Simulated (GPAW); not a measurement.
Input of a GPAW 26.7.0 run:

The input run.py:

```python
from ase.dft.bandgap import bandgap
from ase.io import read, write
from ase.units import GPa
from gpaw import GPAW, PW, setup_paths

setup_paths.insert(0, '.')

atoms = read('POSCAR')

calc = GPAW(mode=PW(600),
            xc='LDA',
            kpts={'size': (11, 11, 11), 'gamma': True},
            occupations={'name': 'fermi-dirac', 'width': 0.05},
            nbands=7,
            convergence={'density': 1e-05, 'energy': 1e-05},
            maxiter=150,
            txt='gpaw.txt')
atoms.calc = calc
energy = atoms.get_potential_energy()
forces = atoms.get_forces()
stress = atoms.get_stress()
calc.write('gs.gpw')
write('result.traj', atoms)
print(f'Energy: {energy:.6f} eV')
print('Forces (eV/A):')
print(forces.round(4))
print('Stress (GPa):', (stress / GPa).round(3))
print('Fermi level:', round(calc.get_fermi_level(), 4), 'eV')
print(f'Gap: {bandgap(calc)[0]:.4f} eV, direct: {bandgap(calc, direct=True)[0]:.4f} eV')
```

POSCAR

```
Al
1.0
   -0.0204552100      1.9706540500      2.0438328400
    2.0026569100      0.0099662700      2.0134113600
    2.0592944800      1.9968701300     -0.0466712900
Al
1
Direct
    0.0000000000      0.0000000000      0.0000000000
```

Potentials or basis: PAW data sets generated in the run's folder for this functional, pw.

Launch:

```bash
$ gpaw-setup -f LDA Al
$ OMP_NUM_THREADS=1 python run.py
```

(1) What does it give for the pressure?

(2) Estimate the band gap on the k mesh.

Answers

(1) -3.2 GPa.

(2) none (metal or under the smearing width).
